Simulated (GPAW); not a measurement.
# CdS (Greenockite) (P6_3mc) in GPAW: further runs

Aim: see how the results for CdS (Greenockite) move with the level of theory and the settings. Levels: AM05, RPBE, PBE. Tasks: relaxation of cell and atoms, single point.

Program: GPAW 26.7.0. These are calculated values, not measurements. Logs are shortened: lines on timing, memory, paths and dates and some standing lists are left out, and cuts for length are marked. The log counts tension as positive stress, the text compression.

## (1) The structure

It takes space group P6_3mc (No. 186, hexagonal). The conventional cell has a = 4.150 Å, b = 4.150 Å, c = 6.737 Å, α = 90.00°, β = 90.00°, γ = 120.00°. Cd (site symmetry 3m) has 4 S at 2.53 to 2.54 Å as nearest neighbours. Around S (site symmetry 3m) lie 4 Cd at 2.53 to 2.54 Å.

## (2) Relaxation of cell and atoms, AM05

run.py reads:

```python
from ase.filters import FrechetCellFilter
from ase.io import write
from ase.optimize import FIRE
from ase.spacegroup import crystal
from gpaw import GPAW, PW, setup_paths

setup_paths.insert(0, '.')

# Cd 2b
# S 2b
atoms = crystal(['Cd', 'S'],
                basis=[[0.6666666667, 0.3333333333, 0.5],
                       [0.6666666667, 0.3333333333, 0.875]],
                spacegroup=186, setting=1,  # P6_3mc
                cellpar=[4.15, 4.15, 6.737, 90.0, 90.0, 120.0],
                primitive_cell=True)

calc = GPAW(mode=PW(600),
            xc='AM05',
            kpts={'size': (5, 5, 3), 'gamma': True},
            occupations={'name': 'fermi-dirac', 'width': 0.05},
            nbands=31,
            convergence={'density': 1e-06, 'energy': 1e-06, 'eigenstates': 1e-10},
            maxiter=150,
            txt='gpaw.txt')
atoms.calc = calc
opt = FIRE(FrechetCellFilter(atoms), trajectory='relax.traj', logfile='-')
done = opt.run(fmax=0.02, steps=100)
calc.write('gs.gpw')
write('result.traj', atoms)
print('Converged:', done)
print('Cell:', atoms.cell.cellpar().round(4))
print('Volume:', round(atoms.get_volume(), 4))
print(atoms.get_scaled_positions().round(5))
```

Potentials or basis: PAW data sets generated in the run's folder for this functional, pw.

Command:

```bash
> gpaw-setup -f AM05 Cd S
> OMP_NUM_THREADS=1 python run.py
```

gpaw.txt:

```text
__  _  _
 | _ |_)|_||  |
 |__||  | ||/\| - 26.7.0

Input parameters:
  mode=PW(ecut=600.0),
  convergence={'density': 1e-06, 'energy': 1e-06, 'eigenstates': 1e-10},
  kpts=MonkhorstPack(size=(5, 5, 3), gamma=True),
  maxiter=150,
  nbands=31,
  occupations=Occupations(name='fermi-dirac', width=0.05),
  xc=XC(name='AM05')

Diagonalizing LCAO Hamiltonian
Converting LCAO to pw mode

            S

            Cd
        S

        Cd

Atoms  # Å, Bohr magnetons
|   | symbol |         x |        y |        z |    initial magnetic moments |
|---|--------|-----------|----------|----------|-----------------------------|
| 0 |     Cd |  2.075000 | 1.198002 | 3.368500 | ( 0.0000,  0.0000,  0.0000) |
| 1 |     Cd | -0.000000 | 2.396004 | 0.000000 | ( 0.0000,  0.0000,  0.0000) |
| 2 |      S |  2.075000 | 1.198002 | 5.894875 | ( 0.0000,  0.0000,  0.0000) |
| 3 |      S | -0.000000 | 2.396004 | 2.526375 | ( 0.0000,  0.0000,  0.0000) |

Unit cell  # Å
| periodic |         x |        y |        z |  lengths |     angles |
|----------|-----------|----------|----------|----------|------------|
|      yes |  4.150000 | 0.000000 | 0.000000 | 4.150000 |  90.000000 |
|      yes | -2.075000 | 3.594005 | 0.000000 | 4.150000 |  90.000000 |
|      yes |  0.000000 | 0.000000 | 6.737000 | 6.737000 | 120.000000 |

Number of symmetries: 6
Symmetry operations  # r_c * U_cc + t_c -> r_c
|   | kind |            matrix            |
|---|------|------------------------------|
| 0 |  σ   |  1, 1, 0,  0,-1, 0,  0, 0, 1 |
| 1 |  E   |  1, 0, 0,  0, 1, 0,  0, 0, 1 |
| 2 |  C3  |  0, 1, 0, -1,-1, 0,  0, 0, 1 |
| 3 |  σ   |  0,-1, 0, -1, 0, 0,  0, 0, 1 |
| 4 |  σ   | -1, 0, 0,  1, 1, 0,  0, 0, 1 |
| 5 |  C3  | -1,-1, 0,  1, 0, 0,  0, 0, 1 |

BZ-sampling:
  Number of BZ points: 75
  Number of IBZ points: 12
[... 168 lines left out ...]
|         12 |        -0.952 |     2.000 |
|         13 |         2.658 |     2.000 |
|         14 |         2.658 |     2.000 |
|         15 |         3.387 |     2.000 |
[... 8 lines left out ...]
|         24 |        10.901 |     0.000 |
|         25 |        11.119 |     0.000 |
|        ... |               |           |
|         30 |        14.925 |     0.000 |

Gap: 1.160 eV
Transition (v -> c):
  (s=0, k=0, n=17, [0.00, 0.00, 0.00]) -> (s=0, k=0, n=18, [0.00, 0.00, 0.00])
No difference between direct/indirect transitions

Stress tensor  # eV/Ang^3
|         x |        y |         z |
|-----------|----------|-----------|
|  0.005069 | 0.000000 | -0.000000 |
| -0.000000 | 0.005069 |  0.000000 |
| -0.000000 | 0.000000 |  0.001815 |

Forces  # eV/Ang
|        x |        y |        z |
|----------|----------|----------|
| -0.00000 |  0.00000 | -0.06141 |  # Cd   0
|  0.00000 |  0.00000 | -0.06141 |  # Cd   1
|  0.00000 | -0.00000 |  0.06136 |  # S    2
|  0.00000 |  0.00000 |  0.06138 |  # S    3

Interpolating wave functions to new cell

            S

            Cd
        S

        Cd

Atoms  # Å, Bohr magnetons
|   | symbol |         x |        y |         z |    initial magnetic moments |
|---|--------|-----------|----------|-----------|-----------------------------|
| 0 |     Cd |  2.074340 | 1.197621 |  3.367502 | ( 0.0000,  0.0000,  0.0000) |
| 1 |     Cd | -0.000000 | 2.395241 | -0.000614 | ( 0.0000,  0.0000,  0.0000) |
| 2 |      S |  2.074340 | 1.197621 |  5.894817 | ( 0.0000,  0.0000,  0.0000) |
| 3 |      S | -0.000000 | 2.395241 |  2.526701 | ( 0.0000,  0.0000,  0.0000) |

Unit cell  # Å
| periodic |         x |        y |         z |  lengths |     angles |
|----------|-----------|----------|-----------|----------|------------|
|      yes |  4.148679 | 0.000000 |  0.000000 | 4.148679 |  90.000000 |
|      yes | -2.074340 | 3.592862 | -0.000000 | 4.148679 |  90.000000 |
|      yes |  0.000000 | 0.000000 |  6.736232 | 6.736232 | 120.000000 |

Number of symmetries: 6
Symmetry operations  # r_c * U_cc + t_c -> r_c
|   | kind |            matrix            |
|---|------|------------------------------|
| 0 |  σ   |  1, 1, 0,  0,-1, 0,  0, 0, 1 |
| 1 |  E   |  1, 0, 0,  0, 1, 0,  0, 0, 1 |
| 2 |  C3  |  0, 1, 0, -1,-1, 0,  0, 0, 1 |
| 3 |  σ   |  0,-1, 0, -1, 0, 0,  0, 0, 1 |
| 4 |  σ   | -1, 0, 0,  1, 1, 0,  0, 0, 1 |
| 5 |  C3  | -1,-1, 0,  1, 0, 0,  0, 0, 1 |

BZ-sampling:
  Number of BZ points: 75
  Number of IBZ points: 12
[... 166 lines left out ...]
|         12 |        -0.945 |     2.000 |
|         13 |         2.667 |     2.000 |
|         14 |         2.667 |     2.000 |
|         15 |         3.395 |     2.000 |
[... 8 lines left out ...]
|         24 |        10.908 |     0.000 |
|         25 |        11.128 |     0.000 |
|        ... |               |           |
|         30 |        14.933 |     0.000 |

Gap: 1.162 eV
Transition (v -> c):
  (s=0, k=0, n=17, [0.00, 0.00, 0.00]) -> (s=0, k=0, n=18, [0.00, 0.00, 0.00])
No difference between direct/indirect transitions

Stress tensor  # eV/Ang^3
|        x |         y |         z |
|----------|-----------|-----------|
| 0.004689 | -0.000000 |  0.000000 |
| 0.000000 |  0.004689 | -0.000000 |
| 0.000000 | -0.000000 |  0.001804 |

Forces  # eV/Ang
|        x |        y |        z |
|----------|----------|----------|
|  0.00000 |  0.00000 | -0.05430 |  # Cd   0
| -0.00000 |  0.00000 | -0.05439 |  # Cd   1
| -0.00000 |  0.00000 |  0.05424 |  # S    2
| -0.00000 | -0.00000 |  0.05436 |  # S    3

Interpolating wave functions to new cell

            S

            Cd
        S

        Cd

Atoms  # Å, Bohr magnetons
|   | symbol |         x |        y |         z |    initial magnetic moments |
|---|--------|-----------|----------|-----------|-----------------------------|
| 0 |     Cd |  2.073069 | 1.196887 |  3.365579 | ( 0.0000,  0.0000,  0.0000) |
| 1 |     Cd | -0.000000 | 2.393773 | -0.001769 | ( 0.0000,  0.0000,  0.0000) |
| 2 |      S |  2.073069 | 1.196887 |  5.894625 | ( 0.0000,  0.0000,  0.0000) |
| 3 |      S | -0.000000 | 2.393773 |  2.527279 | ( 0.0000,  0.0000,  0.0000) |

Unit cell  # Å
| periodic |         x |        y |         z |  lengths |     angles |
|----------|-----------|----------|-----------|----------|------------|
|      yes |  4.146137 | 0.000000 | -0.000000 | 4.146137 |  90.000000 |
|      yes | -2.073069 | 3.590660 |  0.000000 | 4.146137 |  90.000000 |
|      yes | -0.000000 | 0.000000 |  6.734695 | 6.734695 | 120.000000 |

Number of symmetries: 6
Symmetry operations  # r_c * U_cc + t_c -> r_c
|   | kind |            matrix            |
|---|------|------------------------------|
| 0 |  σ   |  1, 1, 0,  0,-1, 0,  0, 0, 1 |
| 1 |  E   |  1, 0, 0,  0, 1, 0,  0, 0, 1 |
| 2 |  C3  |  0, 1, 0, -1,-1, 0,  0, 0, 1 |
| 3 |  σ   |  0,-1, 0, -1, 0, 0,  0, 0, 1 |
| 4 |  σ   | -1, 0, 0,  1, 1, 0,  0, 0, 1 |
| 5 |  C3  | -1,-1, 0,  1, 0, 0,  0, 0, 1 |

BZ-sampling:
  Number of BZ points: 75
  Number of IBZ points: 12
[... 167 lines left out ...]
|         12 |        -0.934 |     2.000 |
|         13 |         2.683 |     2.000 |
|         14 |         2.683 |     2.000 |
|         15 |         3.411 |     2.000 |
[... 8 lines left out ...]
|         24 |        10.923 |     0.000 |
|         25 |        11.145 |     0.000 |
|        ... |               |           |
|         30 |        14.950 |     0.000 |

Gap: 1.165 eV
Transition (v -> c):
  (s=0, k=0, n=17, [0.00, 0.00, 0.00]) -> (s=0, k=0, n=18, [0.00, 0.00, 0.00])
No difference between direct/indirect transitions

Stress tensor  # eV/Ang^3
|        x |         y |         z |
|----------|-----------|-----------|
| 0.003953 |  0.000000 |  0.000000 |
| 0.000000 |  0.003953 | -0.000000 |
| 0.000000 | -0.000000 |  0.001766 |

Forces  # eV/Ang
|        x |        y |        z |
|----------|----------|----------|
| -0.00000 |  0.00000 | -0.04108 |  # Cd   0
|  0.00000 |  0.00000 | -0.04109 |  # Cd   1
| -0.00000 |  0.00000 |  0.04104 |  # S    2
|  0.00000 | -0.00000 |  0.04105 |  # S    3

Interpolating wave functions to new cell

            S

            Cd
        S
[... 441 lines left out ...]
|         12 |        -0.898 |     2.000 |
|         13 |         2.734 |     2.000 |
|         14 |         2.734 |     2.000 |
|         15 |         3.459 |     2.000 |
[... 8 lines left out ...]
|         24 |        10.972 |     0.000 |
|         25 |        11.201 |     0.000 |
|        ... |               |           |
|         30 |        15.005 |     0.000 |

Gap: 1.176 eV
Transition (v -> c):
  (s=0, k=0, n=17, [0.00, 0.00, 0.00]) -> (s=0, k=0, n=18, [0.00, 0.00, 0.00])
No difference between direct/indirect transitions

Stress tensor  # eV/Ang^3
|        x |         y |        z |
|----------|-----------|----------|
| 0.001629 | -0.000000 | 0.000000 |
| 0.000000 |  0.001629 | 0.000000 |
| 0.000000 | -0.000000 | 0.001468 |

Forces  # eV/Ang
|        x |        y |        z |
|----------|----------|----------|
|  0.00000 | -0.00000 | -0.00328 |  # Cd   0
|  0.00000 | -0.00000 | -0.00326 |  # Cd   1
|  0.00000 |  0.00000 |  0.00327 |  # S    2
| -0.00000 |  0.00000 |  0.00323 |  # S    3

Interpolating wave functions to new cell

            S

            Cd
        S
[... 199 lines left out ...]
|         12 |        -0.878 |     2.000 |
|         13 |         2.765 |     2.000 |
|         14 |         2.765 |     2.000 |
|         15 |         3.490 |     2.000 |
[... 8 lines left out ...]
|         24 |        11.002 |     0.000 |
|         25 |        11.237 |     0.000 |
|        ... |               |           |
|         30 |        15.040 |     0.000 |

Gap: 1.183 eV
Transition (v -> c):
  (s=0, k=0, n=17, [0.00, 0.00, 0.00]) -> (s=0, k=0, n=18, [0.00, 0.00, 0.00])
No difference between direct/indirect transitions

Stress tensor  # eV/Ang^3
|        x |         y |        z |
|----------|-----------|----------|
| 0.000224 | -0.000000 | 0.000000 |
| 0.000000 |  0.000224 | 0.000000 |
| 0.000000 | -0.000000 | 0.001091 |

Forces  # eV/Ang
|        x |       y |        z |
|----------|---------|----------|
| -0.00000 | 0.00000 |  0.01554 |  # Cd   0
| -0.00000 | 0.00000 |  0.01556 |  # Cd   1
|  0.00000 | 0.00000 | -0.01555 |  # S    2
|  0.00000 | 0.00000 | -0.01559 |  # S    3

Interpolating wave functions to new cell

            S

            Cd
        S
[... 1176 lines left out ...]
Gap: 1.189 eV
Transition (v -> c):
  (s=0, k=0, n=17, [0.00, 0.00, 0.00]) -> (s=0, k=0, n=18, [0.00, 0.00, 0.00])
No difference between direct/indirect transitions

Stress tensor  # eV/Ang^3
|         x |         y |         z |
|-----------|-----------|-----------|
| -0.000831 |  0.000000 | -0.000000 |
|  0.000000 | -0.000831 | -0.000000 |
| -0.000000 | -0.000000 |  0.000281 |

Forces  # eV/Ang
|       x |       y |        z |
|---------|---------|----------|
| 0.00000 | 0.00000 |  0.01995 |  # Cd   0
| 0.00000 | 0.00000 |  0.01999 |  # Cd   1
| 0.00000 | 0.00000 | -0.02004 |  # S    2
| 0.00000 | 0.00000 | -0.02009 |  # S    3

Interpolating wave functions to new cell

            S

            Cd
        S

        Cd

Atoms  # Å, Bohr magnetons
|   | symbol |         x |        y |         z |    initial magnetic moments |
|---|--------|-----------|----------|-----------|-----------------------------|
| 0 |     Cd |  2.065004 | 1.192230 |  3.353017 | ( 0.0000,  0.0000,  0.0000) |
| 1 |     Cd | -0.000000 | 2.384461 | -0.006764 | ( 0.0000,  0.0000,  0.0000) |
| 2 |      S |  2.065004 | 1.192230 |  5.886367 | ( 0.0000,  0.0000,  0.0000) |
| 3 |      S | -0.000000 | 2.384461 |  2.526589 | ( 0.0000,  0.0000,  0.0000) |
[... 210 lines left out ...]
Stress tensor  # eV/Ang^3
|         x |         y |         z |
|-----------|-----------|-----------|
| -0.000718 |  0.000000 | -0.000000 |
|  0.000000 | -0.000718 |  0.000000 |
|  0.000000 |  0.000000 |  0.000197 |

Forces  # eV/Ang
|        x |       y |        z |
|----------|---------|----------|
| -0.00000 | 0.00000 |  0.01648 |  # Cd   0
|  0.00000 | 0.00000 |  0.01647 |  # Cd   1
|  0.00000 | 0.00000 | -0.01657 |  # S    2
|  0.00000 | 0.00000 | -0.01654 |  # S    3

# Writing to gs.gpw (mode='')
```

It took 3 min on 1 thread of Intel Xeon Platinum 8488C (Sapphire Rapids), shared host; peak memory 0.24 GiB.

Results:

```yaml
Free_energy: -13.0812 eV
Relaxed_volume: 24.81 Å³/atom
Relaxed_cell: a = 4.130 Å, b = 4.130 Å, c = 6.720 Å, α = 90.00°, β = 90.00°, γ = 120.00°
Space_group_after_relaxing_to_0.05_Å: P6_3mc (No. 186)
Energy_gained_by_relaxing: 0.7 meV/atom
Ionic_steps: 12
Pressure_after_relaxing: 0.1 GPa
Largest_force_after_relaxing: 0.017 eV/Å
Band_gap_on_the_k_mesh: 1.19 eV, direct
```

Forces in eV/Å, atoms in the order of the input:
```
Cd   0.000  0.000  0.016
Cd   0.000  0.000  0.016
S    0.000  0.000 -0.017
S    0.000  0.000 -0.017
```

Stress tensor (GPa, compression positive):
```
 0.12  0.00  0.00
 0.00  0.12  0.00
 0.00  0.00 -0.03
```

Step by step:
| step | energy change (eV) | largest force (eV/Å) | pressure (GPa) | volume (Å³) |
| --- | --- | --- | --- | --- |
| 1 | 0.0000 | 0.0614 | -0.64 | 100.48 |
| 2 | -0.0005 | 0.0544 | -0.60 | 100.41 |
| 3 | -0.0012 | 0.0411 | -0.52 | 100.26 |
| 4 | -0.0020 | 0.0233 | -0.40 | 100.05 |
| 5 | -0.0026 | 0.0033 | -0.25 | 99.80 |
| 6 | -0.0027 | 0.0156 | -0.08 | 99.51 |
| 7 | -0.0025 | 0.0277 | 0.09 | 99.22 |
| 8 | -0.0025 | 0.0269 | 0.09 | 99.22 |
| 9 | -0.0026 | 0.0253 | 0.08 | 99.23 |
| 10 | -0.0026 | 0.0230 | 0.08 | 99.24 |
| 11 | -0.0026 | 0.0201 | 0.07 | 99.25 |
| 12 | -0.0027 | 0.0166 | 0.07 | 99.26 |

Final structure:
```cif
data_structure
_symmetry_space_group_name_H-M 'P 1'
_symmetry_Int_Tables_number 1
_cell_length_a 4.1300
_cell_length_b 4.1300
_cell_length_c 6.7196
_cell_angle_alpha 90.000
_cell_angle_beta 90.000
_cell_angle_gamma 120.000
_cell_volume 99.26
loop_
_atom_site_label
_atom_site_type_symbol
_atom_site_fract_x
_atom_site_fract_y
_atom_site_fract_z
_atom_site_occupancy
Cd1 Cd 0.66667 0.33333 0.49899 1
Cd2 Cd 0.33333 0.66667 0.99899 1
S1 S 0.66667 0.33333 0.87600 1
S2 S 0.33333 0.66667 0.37601 1
```

Levels at points of the mesh, in eV from the valence-band top:
```tsv
k point	band 16	band 17	band 18	band 19	band 20	band 21
(0.00, 0.00, 0.00)	-0.05	0.00	0.00	1.19	2.73	6.37
```

Caveat: later steps reuse the first step's grids.

[end of part 1 of 2]
